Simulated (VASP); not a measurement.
Method: PBEsol GGA with spin-orbit coupling, VASP's PBE PAW potentials (set 64) (plane waves; VASP 6.6.1).

The input files of a VASP run:

### POSCAR
```
LiI
1
    0.0000000000     2.9513818605     2.9513818605
    2.9513818605     0.0000000000     2.9513818605
    2.9513818605     2.9513818605     0.0000000000
Li I
1 1
Direct
  0.0000000000   0.0000000000   0.0000000000
  0.5000000000   0.5000000000   0.5000000000
```

KPOINTS_OPT:
```
k-points along high-symmetry lines
8
Line-mode
Reciprocal
  0.000000   0.000000   0.000000 ! GAMMA
  0.500000   0.000000   0.500000 ! X

  0.500000   0.000000   0.500000 ! X
  0.625000   0.250000   0.625000 ! U

  0.375000   0.375000   0.750000 ! K
  0.000000   0.000000   0.000000 ! GAMMA

  0.000000   0.000000   0.000000 ! GAMMA
  0.500000   0.500000   0.500000 ! L

  0.500000   0.500000   0.500000 ! L
  0.500000   0.250000   0.750000 ! W

  0.500000   0.250000   0.750000 ! W
  0.500000   0.000000   0.500000 ! X
```

**INCAR**
```
SYSTEM = LiI
PREC = Accurate; ENCUT = 520; LREAL = .FALSE.
LASPH = .TRUE.
EDIFF = 1E-6; NELM = 100; ALGO = Normal
LMAXMIX = 4
ISMEAR = 0; SIGMA = 0.05
GGA = PS; GGA_COMPAT = .FALSE.
MAGMOM = 6*0; LSORBIT = .TRUE.
LWAVE = .FALSE.; LCHARG = .FALSE.
```

KPOINTS:
```
Automatic
0
Gamma
  7 7 7
0 0 0
```

POTCAR, in this order: Li_sv I (PBE.64 set). Program: vasp_ncl.

What VASP printed:

**OSZICAR**
```
       N       E                     dE             d eps       ncg     rms          rms(c)
DAV:   1     0.497853829245E+02    0.49785E+02   -0.37347E+03   720   0.986E+02
DAV:   2    -0.134540582604E+01   -0.51131E+02   -0.48957E+02   958   0.196E+02
DAV:   3    -0.615855726805E+01   -0.48132E+01   -0.47902E+01  1292   0.500E+01
DAV:   4    -0.628829948035E+01   -0.12974E+00   -0.12956E+00  1052   0.958E+00
DAV:   5    -0.629264255470E+01   -0.43431E-02   -0.43414E-02  1082   0.130E+00    0.384E+00
DAV:   6    -0.627922309014E+01    0.13419E-01   -0.15062E-02   916   0.830E-01    0.237E+00
DAV:   7    -0.627810529085E+01    0.11178E-02   -0.66562E-03  1020   0.561E-01    0.152E+00
DAV:   8    -0.627948443694E+01   -0.13791E-02   -0.53135E-03  1028   0.537E-01    0.149E-01
DAV:   9    -0.627946239236E+01    0.22045E-04   -0.10097E-03   894   0.289E-01    0.483E-02
DAV:  10    -0.627947234684E+01   -0.99545E-05   -0.32371E-05   912   0.478E-02    0.293E-02
DAV:  11    -0.627947565884E+01   -0.33120E-05   -0.88508E-06  1106   0.242E-02    0.122E-02
DAV:  12    -0.627947781265E+01   -0.21538E-05   -0.13166E-06   850   0.107E-02    0.207E-03
DAV:  13    -0.627947833183E+01   -0.51918E-06   -0.78626E-08   450   0.272E-03
   1 F= -.62794783E+01 E0= -.62794783E+01  d E =-.288404E-18  mag=     0.0000     0.0000    -0.0000
       N       E                     dE             ncg
       N       E                     dE             ncg
       N       E                     dE             ncg
```

### OUTCAR
```
------------------------ aborting loop because EDIFF is reached ----------------------------------------
  FORCE on cell =-STRESS in cart. coord.  units (eV):
  Direction    XX          YY          ZZ          XY          YZ          ZX
  --------------------------------------------------------------------------------------
  Total        0.0151276      0.0151276      0.0151276      0.0000000      0.0000000      0.0000000
  in kB        0.4713839      0.4713839      0.4713839      0.0000000      0.0000000      0.0000000
  external PRESSURE =       0.4713839 kB  Pullay stress =       0.0000000 kB
  volume of cell :       51.42
      direct lattice vectors                 reciprocal lattice vectors
     0.000000000  2.951381861  2.951381861    -0.169412168  0.169412168  0.169412168
     2.951381861  0.000000000  2.951381861     0.169412168 -0.169412168  0.169412168
     2.951381861  2.951381861  0.000000000     0.169412168  0.169412168 -0.169412168
 POSITION                                       TOTAL-FORCE (eV/Angst)
 -----------------------------------------------------------------------------------
      0.00000      0.00000      0.00000         0.000000     -0.000000      0.000000
      2.95138      2.95138      2.95138        -0.000000      0.000000     -0.000000
 -----------------------------------------------------------------------------------
    total drift:                               -0.000000     -0.000000     -0.000000
  FREE ENERGIE OF THE ION-ELECTRON SYSTEM (eV)
  ---------------------------------------------------
  free  energy   TOTEN  =        -6.2794783318 eV

  energy  without entropy=       -6.2794783318  energy(sigma->0) =       -6.27947833

 Ion:    1  E_soc:     -0.0000009

 Ion:    2  E_soc:     -0.2479552
```
(Selected blocks of OUTCAR.)

The compound is LiI in the rock salt structure. It was relaxed first, which changed the volume by -6 %.
